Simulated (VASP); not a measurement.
# BaS in VASP 6.6.1, single-point calculation

INCAR

```
IBRION = -1
ALGO = Normal
ISIF = 2
EDIFF = 1E-7
PREC = Accurate
NSW = 0
ENCUT = 520
NELM = 120
LASPH = .TRUE.
LWAVE = .FALSE.
LREAL = .FALSE.
SIGMA = 0.01
METAGGA = MBJ
ISMEAR = 0
NBANDS = 15
LCHARG = .FALSE.
```

KPOINTS

```
KPOINTS created by Atomic Simulation Environment
0
Gamma
6 6 6
0 0 0
```

POSCAR

```
Ba S
 1.0000000000000000
     0.0000000000000000    3.5194117709000001    3.5194117709000001
     3.5194117709000001    0.0000000000000000    3.5194117709000001
     3.5194117709000001    3.5194117709000001    0.0000000000000000
 Ba  S
   1   1
Cartesian
  0.0000000000000000  0.0000000000000000  0.0000000000000000
  1.7597058854500001  1.7597058854500001  1.7597058854500001
```

The recommended PBE PAW datasets give the neutral cell 16 valence electrons.

Command

```
mpirun -np 1 vasp_std
```

OSZICAR

```
N       E                     dE             d eps       ncg     rms          rms(c)
DAV:   1     0.526748499322E+03    0.52675E+03   -0.63957E+03   480   0.886E+02
DAV:   2     0.426341365608E+03   -0.10041E+03   -0.92569E+02   642   0.170E+02
DAV:   3     0.419212289809E+03   -0.71291E+01   -0.70730E+01   709   0.490E+01
DAV:   4     0.419072022932E+03   -0.14027E+00   -0.14020E+00   595   0.682E+00
DAV:   5     0.419068493390E+03   -0.35295E-02   -0.35295E-02   686   0.920E-01    0.778E+00
DAV:   6     0.420472553069E+03    0.14041E+01   -0.90245E+00   592   0.219E+01    0.931E+00
DAV:   7     0.420368472378E+03   -0.10408E+00   -0.68630E-01   536   0.543E+00    0.801E+00
DAV:   8     0.422229216298E+03    0.18607E+01   -0.15290E+01   480   0.344E+01    0.391E+00
DAV:   9     0.414882652168E+03   -0.73466E+01   -0.48703E+01   613   0.583E+01    0.981E+01
DAV:  10     0.418302674646E+03    0.34200E+01   -0.24151E+01   592   0.325E+01    0.731E+01
...
DAV: 112     0.438858440404E+03    0.46568E+02   -0.40478E+02   808   0.235E+02    0.574E+01
DAV: 113     0.430801684615E+03   -0.80568E+01   -0.35131E+01   821   0.131E+02    0.605E+01
DAV: 114     0.428133489332E+03   -0.26682E+01   -0.33852E+01   564   0.591E+01    0.693E+01
DAV: 115     0.431784373265E+03    0.36509E+01   -0.14723E+01   682   0.667E+01    0.643E+01
DAV: 116     0.414384194844E+03   -0.17400E+02   -0.10056E+02   522   0.982E+01    0.737E+01
DAV: 117     0.426104446232E+03    0.11720E+02   -0.30894E+01   645   0.563E+01    0.593E+01
DAV: 118     0.423394037339E+03   -0.27104E+01   -0.21074E+01   669   0.649E+01    0.633E+01
DAV: 119     0.430192311181E+03    0.67983E+01   -0.48711E+01   480   0.115E+02    0.532E+01
DAV: 120     0.429531512365E+03   -0.66080E+00   -0.35001E+01   721   0.103E+02
   1 F= 0.42953151E+03 E0= 0.42953151E+03  d E =-.487328E-32
```

Standard output (part)

```
POSCAR found type information on POSCAR BaS
 POSCAR found :  2 types and       2 ions
 LDA part: xc-table for (None), standard interpolation
 POSCAR, INCAR and KPOINTS ok, starting setup
 WAVECAR not read
 entering main loop
|     The electronic self-consistency was not achieved in the given           |
|     number of steps (NELM). The forces and other quantities evaluated       |
|     might not be reliable so examine the results carefully. If you find     |
|     spurious results, we suggest increasing NELM, if you were close to      |
|     convergence or switching to a different ALGO or adjusting the           |
|     density mixing parameters otherwise.                                    |
```

It didn't converge.

The run took about 2.4 min on one core of a shared host (Intel Xeon 6975P-C) and held 0.25 GiB at most.
